**Q:** What size of gap change should I remember for one percent of strain in SiC?

**A:** Roughly a tenth of an electronvolt if one cube axis is strained differently from the other two, though the rows run from 0.04 to 0.16 eV. If all three axes change together, it is only about 0.03 eV. In the table, band gap change is counted from the unstrained cell. An epitaxial row strains the two in-plane axes and lets the normal adjust, while a uniaxial row strains one direction and holds the sides.

Zincblende SiC under strain, calculated with Ansatz 0.2.0 (PBE, plane-wave PAW, 420 eV cutoff, 10×10×10 k mesh, no spin polarisation). The unstrained cell (a = 4.356 Å) was relaxed with r2SCAN, as were the atoms and any free normal in the strained cells. Strain is per length; gap change, energy rise and pressure change are relative to the unstrained cell.

```
 strain kind  strain (%)  band gap (eV)  band gap change (eV)  energy rise per atom (meV)  pressure change (GPa)
epitaxial xy          -4          0.937                -0.422                        62.0                  14.05
epitaxial xy          -3          1.050                -0.309                        36.6                  10.16
epitaxial xy          -2          1.155                -0.204                        18.1                   6.53
epitaxial xy          -1          1.258                -0.101                         6.0                   3.15
epitaxial xy        -0.5          1.308                -0.050                         2.2                   1.54
epitaxial xy           1          1.201                -0.157                        -0.3                  -2.98
epitaxial xy           2          1.050                -0.308                         4.7                  -5.75
epitaxial xy         2.5          0.978                -0.381                         9.2                  -7.07
epitaxial xy           3          0.907                -0.452                        14.9                  -8.34
epitaxial xy           4          0.771                -0.588                        29.7                 -10.76
 hydrostatic          -4          1.235                -0.123                       144.5                  35.01
 hydrostatic          -3          1.268                -0.091                        84.6                  24.64
 hydrostatic          -2          1.299                -0.060                        41.4                  15.42
 hydrostatic          -1          1.330                -0.029                        13.6                   7.24
 hydrostatic           1          1.385                 0.026                        -0.6                  -6.38
 hydrostatic           2          1.409                 0.051                        10.8                 -12.00
 hydrostatic           3          1.434                 0.076                        33.0                 -16.91
 hydrostatic           4          1.456                 0.097                        65.2                 -21.19
uniaxial 111           1          1.335                -0.024                        -0.5                  -2.20
  uniaxial x          -2          1.128                -0.231                         9.8                   4.72
  uniaxial x        -0.5          1.301                -0.057                         1.5                   1.14
  uniaxial z          -2          1.128                -0.231                         9.8                   4.72
  uniaxial z           5          1.150                -0.209                        19.9                 -10.19
```

**Q:** I wanted one coefficient for each kind of strain, so I took half the difference between the +1 % and −1 % rows. That gives about +0.028 eV per percent for hydrostatic strain and −0.028 for epitaxial strain. Can I use both?

**A:** Test them at −4 %. The hydrostatic coefficient gives −0.11 eV, and the calculation gives −0.123, which is good enough for most purposes. The epitaxial coefficient gives a gap that widens by 0.11 eV, whereas the calculated gap shrinks by 0.422 eV. The second number was never a slope: it is what remains when two large falls, one on each side of zero, are subtracted.

**Q:** Then the unstrained gap is a maximum, and I should use a parabola?

**A:** Look at how the fall grows. Average the epitaxial rows at +1 and −1 %, and the gap change is −0.129 eV; do the same at ±4 %, and it is −0.505 eV. A parabola would make the second value sixteen times the first, but it is only about four times as large. So the fall is nearly proportional to the size of the strain, whatever its sign. That is a kink, and a derivative taken across a kink describes neither side.

**Q:** Where does a kink come from, if the crystal deforms smoothly?

**A:** Each energy level moves smoothly, but the gap is defined by whichever levels happen to be outermost. In the cubic crystal the conduction band has three equal minima at the X points, one along each cube axis. The valence top at Γ also holds three equal states, mostly carbon p orbitals along x, y and z. If the three axes change together and stay at right angles, symmetry keeps each trio together and the gap follows one smooth curve.

Now take the opposite limit: make one cube axis longer or shorter than the other two at fixed volume. Each trio can then split, but to first order its average stays put, so some members rise and others fall. The gap runs from the highest valence state to the lowest conduction valley, so it shrinks for either sign of strain. In the table it does so in every row where one cube axis is strained differently from the others.

**Q:** But the two sides are not equal. One percent of tension costs 0.157 eV and one percent of compression only 0.101 eV.

**A:** The fixed average explains that too. If one axis differs from the other two, one level moves by two units and its two partners move by one unit the other way. Under epitaxial tension the normal is the relatively short axis, and the lowest valley is the single one along it. Under compression the lowest valleys are the two in the plane, which have moved only half as far.

The valence top follows the same pattern. Under tension the bonds tilt towards the plane, so the p orbital along the normal overlaps less along them, loses binding and rises alone. Under compression the in-plane pair is on top, and the levels at Γ show it: at −0.5 % two states lie at 9.600 eV and one at 9.543 eV. In both bands, then, a relatively short axis brings the far-moving single level to the gap.

**Q:** Do the calculated band edges bear this out?

**A:** They do, once you subtract the shift that the hydrostatic rows give for the same volume change. The conduction edge then drops by 0.094 eV at +1 % and by 0.046 eV at −1 %, a ratio of 2.0. The valence top rises by 0.076 and 0.042 eV, a ratio of 1.8. So the two edges contribute similar amounts, and both show the asymmetry. The valence ratio should not be read too closely. The volume shift is taken as a straight line, while the hydrostatic valence top moves down by 0.372 eV at +1 % and up by 0.384 eV at −1 %.

This calculation leaves out spin–orbit coupling, which splits the valence top by roughly 10 meV. At strains well below a tenth of a percent, it would make the valence top, with the volume shift removed, rise equally for both signs. The kink would remain, but its two sides would be less unequal.

**Q:** Could I predict a row of another kind this way?

**A:** Take uniaxial z at −2 %, and get the coefficients from epitaxial +1 % and the two hydrostatic rows at ±1 %. In the epitaxial row the normal contracts by 0.65 %, so the volume grows by 2 − 0.65 = 1.35 %. The hydrostatic rows give 0.0275/3 ≈ 0.009 eV per percent of volume, hence a rise of 0.012 eV. The change of shape must therefore account for −0.157 − 0.012 = −0.169 eV. The axes differ by 1 + 0.65 = 1.65 %, which makes 0.169/1.65 ≈ 0.10 eV of fall per percent of difference.

In the uniaxial row z is again the relatively short axis, now by 2 %, so the shape costs 0.20 eV. The volume shrinks by 2 %, which costs another 0.02 eV. The estimate is −0.22 eV and the calculation gives −0.231 eV, a few percent more. This row played no part in setting the coefficients.

**Q:** So a compressed axis belongs with a stretched film?

**A:** Yes, because what counts is which axis ends up short relative to the others, not the sign in the strain column. With the volume part removed, the rows with one short axis lose 0.09 to 0.11 eV per percent of difference. Those with one long axis lose 0.05 to 0.06 eV. So uniaxial z at +5 % loses only 0.255 eV through its shape, against 0.213 eV at −2 %. The volume change then gives back 0.046 eV in the first row and takes another 0.018 eV in the second, which leaves the +5 % row with the slightly smaller fall. At epitaxial −3 and −4 % the valence maximum also moves a little away from Γ, which adds roughly 0.01 eV to the fall at −4 % and less at −3 %.

**Q:** What does this change for a film in a device?

**A:** A single strain coefficient would hide the fact that tension and compression both narrow the gap. They also put the electrons in different places. At 1 % epitaxial tension, with the volume shift removed, the valley along the normal has dropped by 3.6 times the thermal energy at room temperature. With the average fixed, the other two should have risen by half as much, so the valleys are split by more than that. Most conduction electrons should then sit in that one valley, where current in the plane of the film is expected to meet the lighter, transverse mass; masses were not computed here.

The changes here are expected to be more reliable than the gap itself, though no row tests them against a better method. The unstrained value is 0.937 + 0.422 ≈ 1.36 eV, while experiment gives roughly 2.4 eV. PBE is known to make gaps too small.

**Q:** The row uniaxial 111 troubles me. All three cube axes stay equal there, yet the gap falls.

**A:** It shows where a rule based only on cube axes stops. The three X valleys remain equivalent, and the volume change alone should raise the gap by about 0.01 eV. Instead it falls by 0.024 eV. Beyond the volume part, the valence top has risen by 0.03 eV, while the conduction edge has hardly moved.

Strain along a body diagonal changes the angles between the cube axes. Symmetry then allows the three p states to mix and split, although the valleys stay together. That is the natural reading of this one row: the valence trio has split and the conduction trio has not. For a new strain direction, ask about each trio separately.

**Q:** One last oddity. Three rows at +1 % have a negative energy rise. Is the unstrained crystal unstable?

**A:** No, it is simply not the PBE minimum. The cell was relaxed with r2SCAN, and in PBE it is still under a pressure of 3.56 GPa, so it lowers its energy by expanding. One percent in length adds 0.03 × 10.33 ≈ 0.31 Å³ per atom, and pressure times this volume is about 7 meV. Half the difference between the hydrostatic energies at +1 and −1 % is (−0.6 − 13.6)/2 = −7.1 meV, so the pressure accounts for nearly all of it.

Here the mistake is the reverse of yours with the gap. The energy is smooth at zero strain but not flat, so the part linear in strain must be subtracted before an elastic constant is read from one side. Expanding the cell by about 0.5 % would remove the pressure. It would shift the gap by only 0.014 eV, and the kink would move with the cubic cell, because it belongs to the symmetry and not to a particular lattice constant.
